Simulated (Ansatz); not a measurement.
# MoS2, space group P-6m2: a series of slab calculations

Computed with Ansatz's Python interface.

Run as a notebook:

**Cell 1**
```python
import warnings

import ansatz as az
from ase import Atoms
from ase.build import surface
import numpy as np
from tabulate import tabulate
```

**Cell 2**
```python
warnings.simplefilter("ignore", az.DeckWarning)
```

**Cell 3**
```python
atoms = Atoms(
    ["Mo", "S", "S"],
    scaled_positions=[
        (0.0, 0.0, 0.0),
        (1 / 3, 2 / 3, 0.08949),
        (1 / 3, 2 / 3, 0.91051),
    ],
    cell=[
        (3.18413, 0.0, 0.0),
        (-1.59206, 2.75753, 0.0),
        (0.0, 0.0, 17.3346),
    ],
    pbc=True,
)
# the plane is named in the basis of this cell
rows = []
for value in [3.0, 4.0, 5.0, 6.5, 8.0]:
    slab = surface(atoms, (0, 0, 1), 2, vacuum=value)
    slab.pbc = True
    model = (
        az.Crystal.from_ase(slab).calculation()
        .functional(az.Functional.R2SCAN)
        .basis(19 * az.Ha)
        .occupations("fermi_dirac", width=0.2)
        .initial_density(normalization="atom")
        .scf(tolerance=1e-09, self_checks="low")
        .kpoints(6, 6, 1)
        .electric_field(axis=3, dipole_correction=True)
    )
    summary = model.run().report
    face = summary["work_function"]
    rows.append((value, len(slab), summary["free_energy_ev"], face["dipole_moment_e_ang"], face.get("phi_plus_ev"), face.get("phi_minus_ev")))
```
Output:
```text
RunWarning: efield: at this solve's end the planar-averaged density reaches 1.61e-5 e/Å³ inside the ramp window [0.2572, 0.4006] (bound 1e-5 e/Å³); the window's nearer edge stands 3.81 Å from this solve's nearest atom along the axis. Its work functions, free energy, forces, stress, dipole, levels and responses can be off, and this figure does not tell by how much. A short vacuum, a low [...]
```

**Cell 4**
```python
print(tabulate(rows, headers=["vacuum each side (A)", "atoms", "F (eV)", "dipole (e A)", "phi upper (eV)", "phi lower (eV)"], floatfmt=".4f", missingval="-"))
```
Output:
```text
  vacuum each side (A)    atoms       F (eV)    dipole (e A)    phi upper (eV)    phi lower (eV)
----------------------  -------  -----------  --------------  ----------------  ----------------
                3.0000        6  -13558.6960         -0.0075            5.5872            5.4333
                4.0000        6  -13558.6608         -0.0073            5.5832            5.4327
                5.0000        6  -13558.6485         -0.0072            5.5813            5.4325
                6.5000        6  -13558.6395         -0.0072            5.5799            5.4326
                8.0000        6  -13558.6190         -0.1397            7.1998            4.3207
```

Notes:
- The settings weren't tested for convergence.
- Spin is left out of this run.
- The cell holds layers, chains or clusters in vacuum, no bulk phase.
- The density doesn't vanish in the vacuum (a short gap or a low cutoff), which blurs the vacuum level.
- A Fermi-Dirac width this large means warm electrons, whose thermal share enters the free energy.
- The structure comes from a database of computed cells and needn't be a stable or known phase.
- Warnings are shown shortened and without file and line.
- The slabs are thin, unrelaxed cuts of the structure as given, on a modest mesh, so the surface energy isn't converged; Miller indices refer to the cell as typed, and unlike faces give only a mean.
- The script silences the warnings on its input, which a real study should read.
- Wall time of the script: 3.2 min on 1 thread of Arm Neoverse V2, with other jobs on the host, peak memory 1.2 GiB.

(Lines on the test bed's own set-up are left out of the output.)
